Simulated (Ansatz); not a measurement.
# A CdF2/CaF2 heterostructure: alignment and tunnelling, part 2 of 2

Wanted: offsets, T(E) and decay with thickness for CdF2/CaF2. The lead is CdF2 fluorite(001) and the layer set into it CaF2 fluorite(001), on a common net of side 3.896 Å (+0.4 % and +0.0 % against typed lattice constants near PBE's). Layer spacings come from each crystal relaxed along the normal on that net, and the joins take the mean spacing. The first steps treat the bulk crystals alone. r2SCAN has lattice constants of its own, so the true strain differs.

Ansatz 0.2.0; r2SCAN DFT, plane waves, PAW files (the session's first sound run).

So far, slowest decay in the lead, at its filling level (Å⁻¹): step 6 (T(E) of the stack, stack CdF2 14 / CaF2 2, barrier …) 0.34.

## Step 7: T(E) of the stack, stack CdF2 14 / CaF2 4, barrier thickness 5.39 Å

System of this step: CdF2 (14) / CaF2 (4). The cell holds 27 atoms: 7 Cd, 18 F and 2 Ca. Cell: a = 3.896 Å, b = 3.896 Å, c = 24.110 Å, α = 85.4°, β = 85.4°, γ = 90.0°. Regions: 0: CdF2, 21 atoms (7 Cd and 14 F); 1: CaF2, 6 atoms (2 Ca and 4 F). The structure's axis is c.

A thicker layer on the same net, with the same lead.

The input, input.yaml:

```yaml
crystal:
  lattice:
    - [3.896, 0.0, 0.0]
    - [0.0, 3.896, 0.0]
    - [1.948, 1.948, 23.9521027451]
  atoms:
    - { symbol: Cd, position: [0.0, 0.0, 0.0] }
    - { symbol: F, position: [0.4723389044, -0.0276610956, 0.0553221912] }
    - { symbol: F, position: [-0.0276610956, 0.4723389044, 0.0553221912] }
    - { symbol: Cd, position: [0.4446778088, 0.4446778088, 0.1106443825] }
    - { symbol: F, position: [0.4170167132, -0.0829832868, 0.1659665737] }
    - { symbol: F, position: [-0.0829832868, 0.4170167132, 0.1659665737] }
    - { symbol: Cd, position: [-0.1106443825, -0.1106443825, 0.2212887649] }
    - { symbol: F, position: [0.3616945219, -0.1383054781, 0.2766109562] }
[... 15 atom lines left out ...]
    - { symbol: F, position: [-0.4157040388, 0.0842959612, 0.8314080777] }
    - { symbol: Ca, position: [-0.4438902042, -0.4438902042, 0.8877804084] }
    - { symbol: F, position: [0.0279236305, -0.4720763695, 0.944152739] }
    - { symbol: F, position: [-0.4720763695, 0.0279236305, 0.944152739] }
kpoints:
  mp_grid: { grid: [6, 6, 1] }
scf:
  occupations: { method: fixed }
  max_iter: 120
hamiltonian:
  xc: r2scan
output:
  eigenvalues: true
  transmission:
    leads: [[9, 12]]
    kpoints: [[0.0, 0.0], [0.2917, 0.2917]]
    e_range: [-1.5, 5.6]
    de: 0.09
  write_potential: true
  write_density: true
  volumetric_format: npy
  elf: true
```

Run with:

```console
$ ansatz run input.yaml --threads 4 --pin off --max-ram 8192MiB --backend cpu --events-out ev --progress --plain --runs-dir out
```

The job ended after 60 s (4 threads of Arm Neoverse V2, shared host; peak memory 2.5 GiB).

Numbers from this step:

- free energy: -76121.6852 eV
- Fermi energy: 4.907 eV
- gap on the k-mesh: 3.849 eV
- potential step in the lower lead: 1.2 meV

One spin. Table of transmission, mean over the listed wavevectors by energy, zero at the highest filled level on the SCF mesh:

```csv
energy (eV),"transmission, mean over the listed wavevectors"
-1.50,1.33
-1.23,1.17
-1.05,0.970
-0.78,0.802
-0.51,0.619
-0.42,0.759
-0.33,0.296
-0.06,0.0329
0.03,0.00591
0.21,0
0.48,0
0.66,0
0.93,0
1.20,0
1.38,0
1.65,0
1.92,0
2.10,0
2.37,0
2.64,0
2.82,0
3.09,0
3.36,0
3.54,0
3.81,0.00115
4.08,0.00324
4.35,0.00509
4.53,0.00627
4.80,0.00803
5.07,0.00990
5.25,0.0112
5.52,0.0135
```

ELF in the ca plane at fractional y = 0.000, with atoms of Cd and F within 0.2 Å of it. It is the smooth field of the valence electrons, not physical close to the nuclei.

Values, 6 rows by 16 columns, each cell a mean:
```
0.52 0.07 0.01 0.01 0.23 0.56 0.15 0.02 0.02 0.06 0.18 0.10 0.15 0.04 0.20 0.11
0.18 0.37 0.08 0.12 0.15 0.35 0.09 0.02 0.02 0.06 0.22 0.14 0.36 0.06 0.58 0.30
0.39 0.74 0.28 0.55 0.56 0.08 0.38 0.17 0.04 0.09 0.08 0.06 0.09 0.04 0.34 0.21
0.35 0.74 0.31 0.64 0.74 0.17 0.77 0.40 0.13 0.58 0.11 0.14 0.11 0.14 0.05 0.03
0.23 0.40 0.12 0.38 0.45 0.09 0.56 0.31 0.12 0.59 0.14 0.27 0.20 0.26 0.09 0.05
0.58 0.07 0.01 0.03 0.14 0.34 0.11 0.05 0.03 0.11 0.06 0.07 0.07 0.14 0.06 0.03
```
Columns run along c (16.0 Å, from fractional 0.00 to 0.66 of the cell), rows up along a (3.9 Å). Atoms in or near the plane, at fractional coordinates: Cd at (0.00, 0.00), F at (0.06, 0.47).

Electrostatic potential energy in the ca plane at fractional y = 0.000, with atoms of Cd and F within 0.2 Å of it. With pseudopotentials it is smooth inside the atoms' cores, unlike the true potential.

Ten even steps from '0' (-25 eV) to '9' (13 eV), each cell a mean:
```
99999876789999999999999999986447899999999631
99999754589999999999999999998888999999999853
99999754579999999999988995699999658999998887
99999876789999999999988982389997003999920289
99999998899999999999999997799998103999800069
99999999999998888999999999998889868999940179
88989999999987557899999999986568999999998898
99999999999986446899999999851016899999999864
99999999999997557899999999840003799999999732
99999988899998878999999999851004899999998620
```
Columns run along c (16.0 Å, from fractional 0.34 to 1.00 of the cell; values clipped at the 3rd and 97th percentile), rows up along a (3.9 Å). Atoms in or near the plane, at fractional coordinates: F at (0.94, 0.53).

Valence density in the ca plane at fractional y = 0.000, with atoms of Cd and F within 0.2 Å of it. It is the smooth field of the valence electrons, not physical close to the nuclei.

Ten steps, logarithmic in the rise over the least value, from '0' (0 e/Å³) to '9' (23 e/Å³), each cell a mean:
```
97410000000036875200000000011211000000000000
65210000000025775200000000113331111000012110
21111000000013453100000000112331111000013221
01344200012211111110000000011211110000012211
02577410135531001222100001000000000000001110
02577520146752001344210112210000000011100000
11345310135642001454211123210000111122210000
32111100012221001232100112210000111233211000
86310000000112221111000001100000011122210000
98510000000024653100000000000000000011100000
```
Columns run along c (16.0 Å, from fractional 0.00 to 0.66 of the cell), rows up along a (3.9 Å). Atoms in or near the plane, at fractional coordinates: Cd at (0.00, 0.00), F at (0.06, 0.47).

At the listed wavevectors the lead's channels close after +0.03 eV and open again at +3.72 eV (grid energies). At +3.92 eV, 0.2 eV over the upper of these grid energies, the mean transmission is 0.0020, and at -0.17 eV it is 0.067. In the worse lead the potential repeats within 1.2 meV, which the program lets pass.

## Step 8: Transmission through the layer, stack CdF2 14 / CaF2 6, barrier thickness 8.09 Å

System of this step: CdF2 (14) / CaF2 (6). The cell holds 30 atoms: 7 Cd, 20 F and 3 Ca. Its edges and angles: a = 3.896 Å, b = 3.896 Å, c = 26.653 Å, α = 90.0°, β = 90.0°, γ = 90.0°. Regions: 0: CdF2, 21 atoms (7 Cd and 14 F); 1: CaF2, 9 atoms (3 Ca and 6 F). The structure's axis is c.

The input, input.yaml:

```yaml
crystal:
  lattice:
    - [3.896, 0.0, 0.0]
    - [0.0, 3.896, 0.0]
    - [0.0, 0.0, 26.6525744584]
  atoms:
    - { symbol: Cd, position: [0.0, 0.0, 0.0] }
    - { symbol: F, position: [0.5, 0.0, 0.0497168786] }
    - { symbol: F, position: [0.0, 0.5, 0.0497168786] }
    - { symbol: Cd, position: [0.5, 0.5, 0.0994337572] }
    - { symbol: F, position: [0.5, 0.0, 0.1491506358] }
    - { symbol: F, position: [0.0, 0.5, 0.1491506358] }
    - { symbol: Cd, position: [0.0, 0.0, 0.1988675144] }
    - { symbol: F, position: [0.5, 0.0, 0.248584393] }
[... 18 atom lines left out ...]
    - { symbol: F, position: [0.0, 0.5, 0.8484900191] }
    - { symbol: Ca, position: [0.5, 0.5, 0.8991506358] }
    - { symbol: F, position: [0.5, 0.0, 0.9498112524] }
    - { symbol: F, position: [0.0, 0.5, 0.9498112524] }
kpoints:
  mp_grid: { grid: [6, 6, 1] }
scf:
  occupations: { method: fixed }
  max_iter: 120
hamiltonian:
  xc: r2scan
output:
  eigenvalues: true
  transmission:
    leads: [[9, 12]]
    kpoints: [[0.0, 0.0], [0.2917, 0.2917]]
    e_range: [-1.5, 5.6]
    de: 0.09
  write_potential: true
  write_density: true
  volumetric_format: npy
```

Run time: 56 s. Hardware: 4 threads; peak memory 2.8 GiB.

At the listed wavevectors the lead's channels close after +0.03 eV and open again at +3.72 eV (grid energies). At +3.92 eV, 0.2 eV over the upper of these grid energies, the mean transmission is 1.1e-4, and at -0.17 eV it is 0.015. In the worse lead the potential repeats within 1.2 meV, which the program lets pass.

## Step 9: Transmission through the layer, stack CdF2 14 / CaF2 8, barrier thickness 10.79 Å

System of this step: CdF2 (14) / CaF2 (8). The cell holds 33 atoms: 7 Cd, 22 F and 4 Ca. Its edges and angles: a = 3.896 Å, b = 3.896 Å, c = 29.482 Å, α = 86.2°, β = 86.2°, γ = 90.0°. Regions: 0: CdF2, 21 atoms (7 Cd and 14 F); 1: CaF2, 12 atoms (4 Ca and 8 F). The structure's axis is c.

The input, input.yaml:

```yaml
crystal:
  lattice:
    - [3.896, 0.0, 0.0]
    - [0.0, 3.896, 0.0]
    - [1.948, 1.948, 29.3530461716]
  atoms:
    - { symbol: Cd, position: [0.0, 0.0, 0.0] }
    - { symbol: F, position: [0.4774285299, -0.0225714701, 0.0451429402] }
    - { symbol: F, position: [-0.0225714701, 0.4774285299, 0.0451429402] }
    - { symbol: Cd, position: [0.4548570598, 0.4548570598, 0.0902858804] }
    - { symbol: F, position: [0.4322855897, -0.0677144103, 0.1354288206] }
    - { symbol: F, position: [-0.0677144103, 0.4322855897, 0.1354288206] }
    - { symbol: Cd, position: [-0.0902858804, -0.0902858804, 0.1805717609] }
    - { symbol: F, position: [0.3871426495, -0.1128573505, 0.2257147011] }
[... 21 atom lines left out ...]
    - { symbol: F, position: [-0.4312144467, 0.0687855533, 0.8624288933] }
    - { symbol: Ca, position: [-0.454214374, -0.454214374, 0.908428748] }
    - { symbol: F, position: [0.0227856987, -0.4772143013, 0.9544286026] }
    - { symbol: F, position: [-0.4772143013, 0.0227856987, 0.9544286026] }
kpoints:
  mp_grid: { grid: [6, 6, 1] }
scf:
  occupations: { method: fixed }
  max_iter: 120
hamiltonian:
  xc: r2scan
output:
  eigenvalues: true
  transmission:
    leads: [[9, 12]]
    kpoints: [[0.0, 0.0], [0.2917, 0.2917]]
    e_range: [-1.5, 5.6]
    de: 0.09
  write_potential: true
  write_density: true
  volumetric_format: npy
```

The job ended after 86 s (4 threads; peak memory 3.3 GiB).

One spin. The transmission, mean over the listed wavevectors by energy, zero at the highest filled level on the SCF mesh:

| energy (eV) | transmission, mean over the listed wavevectors |
| --- | --- |
| -1.50 | 1.32 |
| -1.32 | 1.46 |
| -1.14 | 0.934 |
| -0.96 | 0.933 |
| -0.78 | 0.974 |
| -0.60 | 0.684 |
| -0.51 | 0.644 |
| -0.33 | 0.106 |
| -0.15 | 0.00269 |
| 0.03 | 1.6e-4 |
| 0.21 | 0 |
| 0.39 | 0 |
| 0.57 | 0 |
| 0.75 | 0 |
| 0.93 | 0 |
| 1.20 | 0 |
| 1.38 | 0 |
| 1.56 | 0 |
| 1.74 | 0 |
| 1.92 | 0 |
| 2.10 | 0 |
| 2.28 | 0 |
| 2.46 | 0 |
| 2.64 | 0 |
| 2.82 | 0 |
| 3.09 | 0 |
| 3.27 | 0 |
| 3.45 | 0 |
| 3.63 | 0 |
| 3.81 | 3.2e-6 |
| 3.99 | 7.3e-6 |
| 4.17 | 1.1e-5 |
| 4.35 | 1.6e-5 |
| 4.53 | 2.1e-5 |
| 4.80 | 3.0e-5 |
| 4.98 | 3.8e-5 |
| 5.16 | 4.8e-5 |
| 5.34 | 6.2e-5 |
| 5.52 | 8.1e-5 |

At the listed wavevectors the lead's channels close after +0.03 eV and open again at +3.72 eV (grid energies). At +3.92 eV, 0.2 eV over the upper of these grid energies, the mean transmission is 5.7e-6, and at -0.17 eV it is 0.0036. In the worse lead the potential repeats within 1 meV, which the program lets pass.

## Step 10: T(E) of the stack, stack CdF2 14 / CaF2 10, barrier thickness 13.49 Å

System of this step: CdF2 (14) / CaF2 (10). The cell holds 36 atoms: 7 Cd, 24 F and 5 Ca. Its edges and angles: a = 3.896 Å, b = 3.896 Å, c = 32.054 Å, α = 90.0°, β = 90.0°, γ = 90.0°. Regions: 0: CdF2, 21 atoms (7 Cd and 14 F); 1: CaF2, 15 atoms (5 Ca and 10 F). The structure's axis is c.

The input, input.yaml:

```yaml
crystal:
  lattice:
    - [3.896, 0.0, 0.0]
    - [0.0, 3.896, 0.0]
    - [0.0, 0.0, 32.0535178849]
  atoms:
    - { symbol: Cd, position: [0.0, 0.0, 0.0] }
    - { symbol: F, position: [0.5, 0.0, 0.0413396998] }
    - { symbol: F, position: [0.0, 0.5, 0.0413396998] }
    - { symbol: Cd, position: [0.5, 0.5, 0.0826793997] }
    - { symbol: F, position: [0.5, 0.0, 0.1240190995] }
    - { symbol: F, position: [0.0, 0.5, 0.1240190995] }
    - { symbol: Cd, position: [0.0, 0.0, 0.1653587994] }
    - { symbol: F, position: [0.5, 0.0, 0.2066984992] }
[... 24 atom lines left out ...]
    - { symbol: F, position: [0.0, 0.5, 0.8740190995] }
    - { symbol: Ca, position: [0.5, 0.5, 0.9161435198] }
    - { symbol: F, position: [0.5, 0.0, 0.95826794] }
    - { symbol: F, position: [0.0, 0.5, 0.95826794] }
kpoints:
  mp_grid: { grid: [6, 6, 1] }
scf:
  occupations: { method: fixed }
  max_iter: 120
hamiltonian:
  xc: r2scan
output:
  eigenvalues: true
  dos: { projected: true, e_range: [-5, 7], de: 0.05 }
  transmission:
    leads: [[9, 12]]
    kpoints: [[0.0, 0.0], [0.2917, 0.2917]]
    e_range: [-1.5, 5.6]
    de: 0.09
  write_potential: true
  write_density: true
  volumetric_format: npy
checkpoint:
  write: b10.run
  compress: false
  write_wavefunctions: false
```

Wall time 81 s (4 threads); peak memory 3.6 GiB.

At the listed wavevectors the lead's channels close after +0.03 eV and open again at +3.72 eV (grid energies). At +3.92 eV, 0.2 eV over the upper of these grid energies, the mean transmission is 3.1e-7, and at -0.17 eV it is 9.0e-4. In the worse lead the potential repeats within 0.9 meV, which the program lets pass.

## Step 11: Comparing the runs

Times are for 4 threads of Arm Neoverse V2, shared host. Results by setting:

```csv
no.,barrier thickness (Å),potential step in the lower lead (meV),time,memory (GiB)
1,2.69,1.3,38 s,2.0
2,5.39,1.2,60 s,2.5
3,8.09,1.2,56 s,2.8
4,10.79,1,86 s,3.3
5,13.49,0.9,81 s,3.6
```

The runs together. The transmission, mean over the listed wavevectors by energy, zero at the highest filled level on the SCF mesh:

```
energy (eV)    2.69     5.39     8.09    10.79   13.49
      -1.50    1.65     1.33     1.32     1.32    1.38
      -1.23    1.32     1.17     1.01     1.03    1.00
      -0.96   0.938    0.925    0.999    0.933   0.917
      -0.69   0.416    0.318    0.326    0.432   0.537
      -0.42    1.67    0.759    0.566    0.500   0.565
      -0.06   0.261   0.0329  0.00573  0.00112  2.2e-4
       0.03       0  0.00591   9.0e-4   1.6e-4  2.6e-5
       0.21       0        0        0        0       0
       0.48       0        0        0        0       0
       0.75       0        0        0        0       0
       1.02       0        0        0        0       0
       1.29       0        0        0        0       0
       1.56       0        0        0        0       0
       1.83       0        0        0        0       0
       2.19       0        0        0        0       0
       2.46       0        0        0        0       0
       2.73       0        0        0        0       0
       3.00       0        0        0        0       0
       3.27       0        0        0        0       0
       3.54       0        0        0        0       0
       3.81  0.0271  0.00115   6.1e-5   3.2e-6  1.7e-7
       4.08  0.0649  0.00324   1.8e-4   9.4e-6  5.1e-7
       4.44   0.101  0.00568   3.3e-4   1.8e-5  1.0e-6
       4.71   0.121  0.00744   4.5e-4   2.7e-5  1.6e-6
       4.98   0.139  0.00926   6.0e-4   3.8e-5  2.4e-6
       5.25   0.154   0.0112   8.0e-4   5.5e-5  3.8e-6
       5.52   0.168   0.0135  0.00108   8.1e-5  6.2e-6
```

## Step 12: Band offsets

This step: Band offsets by the line-up of averaged potentials, r2SCAN DFT, plane waves, PAW files (Ansatz 0.2.0).

The middles of both crystals in the thickest stack are taken as bulk-like. The averaged potential there ties each bulk run's band edges to one scale.

The input, align.yaml:

```yaml
offset:
  left: { bulk: { run: CdF2.run }, window: [5.969, 11.269], period: 2.6502 }
  right: { bulk: { run: CaF2.run }, window: [22.385, 26.882], period: 2.7005 }
  interface: { run: b10.run, axis: 3 }
```

Run with:

```console
$ ansatz align-bands align.yaml -- --threads 4 --pin off
```

Elapsed: 0.07 s, on 4 threads.

This step gave:

| Property | Result |
| --- | --- |
| valence-band offset | -0.3058 eV |
| conduction-band offset | 3.897 eV |
| line-up of the mean potentials | -0.8320 eV |
| climb of the potential across the left window | -0.001263 eV |
| climb of the potential across the right window | -4.62e-4 eV |

The valence offset is -0.31 eV. Inside the windows the averaged potential varies by 0.0013 eV at most, within the program's limit of 0.03 eV. By hand: the valence edge lies -0.930 eV from the mean potential in the first crystal and -0.404 eV in the second, and the means differ by -0.832 eV across the join, so the offset is (-0.404) − (-0.930) + (-0.832) = -0.306 eV.

## Step 13: The alignment as a diagram

This step: Band alignment, r2SCAN DFT, plane waves, PAW files (Ansatz 0.2.0).

No new run: the edges on one scale.

Band alignment, in eV, zero at the valence edge of the left side:

```
               conduction bottom  valence top
CdF2 (r2SCAN)               3.63         0.00
CaF2 (r2SCAN)               7.53        -0.31
```

## Step 14: A repeat with changed settings

This step: r2SCAN DFT, plane waves, PAW files; ballistic transmission by layer matching, the first crystal as both leads; changed: scf.mixing.algorithm = "msr1", scf.mixing.beta = 0.5, scf.mixing.ndim = 2, scf.n_extra_bands = 1 (Ansatz 0.2.0).

System of this step: CdF2 (14) / CaF2 (2). The cell holds 24 atoms: 7 Cd, 16 F and 1 Ca. Cell: a = 3.896 Å, b = 3.896 Å, c = 21.252 Å, α = 90.0°, β = 90.0°, γ = 90.0°. Regions: 0: CdF2, 21 atoms (7 Cd and 14 F); 1: CaF2, 3 atoms (1 Ca and 2 F). The structure's axis is c.

This run repeats an earlier one, its twin (the barrier run, CdF2 14 / CaF2 2), with four settings changed (scf.mixing.algorithm, scf.mixing.beta, scf.mixing.ndim, scf.n_extra_bands; files written aside). It is meant to test how the run responds to these settings. Where the input is shown as a difference, that is against the step before, not the twin.

The input, input.yaml:

```yaml
crystal:
  lattice:
    - [3.896, 0.0, 0.0]
    - [0.0, 3.896, 0.0]
    - [0.0, 0.0, 21.2516310319]
  atoms:
    - { symbol: Cd, position: [0.0, 0.0, 0.0] }
    - { symbol: F, position: [0.5, 0.0, 0.0623520522] }
    - { symbol: F, position: [0.0, 0.5, 0.0623520522] }
    - { symbol: Cd, position: [0.5, 0.5, 0.1247041045] }
    - { symbol: F, position: [0.5, 0.0, 0.1870561567] }
    - { symbol: F, position: [0.0, 0.5, 0.1870561567] }
    - { symbol: Cd, position: [0.0, 0.0, 0.249408209] }
    - { symbol: F, position: [0.5, 0.0, 0.3117602612] }
    - { symbol: F, position: [0.0, 0.5, 0.3117602612] }
    - { symbol: Cd, position: [0.5, 0.5, 0.3741123135] }
    - { symbol: F, position: [0.5, 0.0, 0.4364643657] }
    - { symbol: F, position: [0.0, 0.5, 0.4364643657] }
    - { symbol: Cd, position: [0.0, 0.0, 0.498816418] }
    - { symbol: F, position: [0.5, 0.0, 0.5611684702] }
    - { symbol: F, position: [0.0, 0.5, 0.5611684702] }
    - { symbol: Cd, position: [0.5, 0.5, 0.6235205225] }
    - { symbol: F, position: [0.5, 0.0, 0.6858725747] }
    - { symbol: F, position: [0.0, 0.5, 0.6858725747] }
    - { symbol: Cd, position: [0.0, 0.0, 0.748224627] }
    - { symbol: F, position: [0.5, 0.0, 0.8105766792] }
    - { symbol: F, position: [0.0, 0.5, 0.8105766792] }
    - { symbol: Ca, position: [0.5, 0.5, 0.8735205225] }
    - { symbol: F, position: [0.5, 0.0, 0.9370561567] }
    - { symbol: F, position: [0.0, 0.5, 0.9370561567] }
kpoints:
  mp_grid: { grid: [6, 6, 1] }
scf:
  occupations: { method: fixed }
  max_iter: 120
  mixing: { algorithm: msr1, beta: 0.5, ndim: 2 }
  n_extra_bands: 1
hamiltonian:
  xc: r2scan
output:
  eigenvalues: true
  transmission:
    leads: [[9, 12]]
    kpoints: [[0.0, 0.0], [0.2917, 0.2917]]
    e_range: [-1.5, 5.6]
    de: 0.09
  write_potential: true
  write_density: true
  volumetric_format: npy
```

Run with:

```console
$ ansatz run input.yaml --threads 4 --pin off --max-ram 8192MiB --backend cpu --events-out ev --progress --plain --runs-dir out
```

It took 41 s on 4 threads; peak memory 1.9 GiB; 2.7 min of CPU time.

This step gave:

| Property | Result |
| --- | --- |
| free energy | -72673.5728 eV |
| Fermi energy | 5.162 eV |
| gap on the k-mesh | 3.809 eV |
| potential step in the lower lead | 1.4 meV |

One spin. Table of transmission, mean over the listed wavevectors by energy, zero at the highest filled level on the SCF mesh:

energy (eV), transmission, mean over the listed wavevectors and a bar:
```
  -1.5000       1.65 ##############################
  -1.2300       1.32 ########################
  -0.9600       0.94 #################
  -0.7800       0.89 ################
  -0.5100       1.48 ###########################
  -0.4200       1.67 ##############################
  -0.2400       0.98 ##################
   0.0300       0.00 
   0.2100       0.00 
   0.4800       0.00 
   0.7500       0.00 
   1.0200       0.00 
   1.2900       0.00 
   1.4700       0.00 
   1.7400       0.00 
   2.0100       0.00 
   2.2800       0.00 
   2.4600       0.00 
   2.7300       0.00 
   3.0000       0.00 
   3.2700       0.00 
   3.5400       0.00 
   3.7200       0.01 
   3.9900       0.05 #
   4.2600       0.08 ##
   4.5300       0.11 ##
   4.7100       0.12 ##
   4.9800       0.14 ##
   5.2500       0.15 ###
   5.5200       0.17 ###
```

The mean transmission between -1.50 and +5.52 eV is 0.259 against 0.259 in the twin: no change within 1 %.

## Step 15: Results

| Property | Result |
| --- | --- |
| valence-band offset (barrier less lead) | -0.306 eV |
| conduction-band offset (barrier less lead) | 3.90 eV |

On joins as laid the valence offset is -0.31 eV and the conduction offset +3.90 eV. The second crystal's gap straddles the lead's (type I), so it is a barrier for electrons and for holes. The offsets join the lowest edges, whatever their valley, so carriers of one wavevector can meet a higher barrier. r2SCAN still narrows gaps, if less than LDA and GGA do, and that error enters the offsets. The transmission is the mean over the listed wavevectors alone, without spin-orbit coupling.

[Logs are printed without paths, hosts, clocks, repeated set-up lines and the standing remarks that a program may print on its own settings, such as how far it seeks lower states.]

[Hosts, paths, dates, database ids (printed as entryN), source tags and the programs' standing remarks are cut or masked in the printed files.]
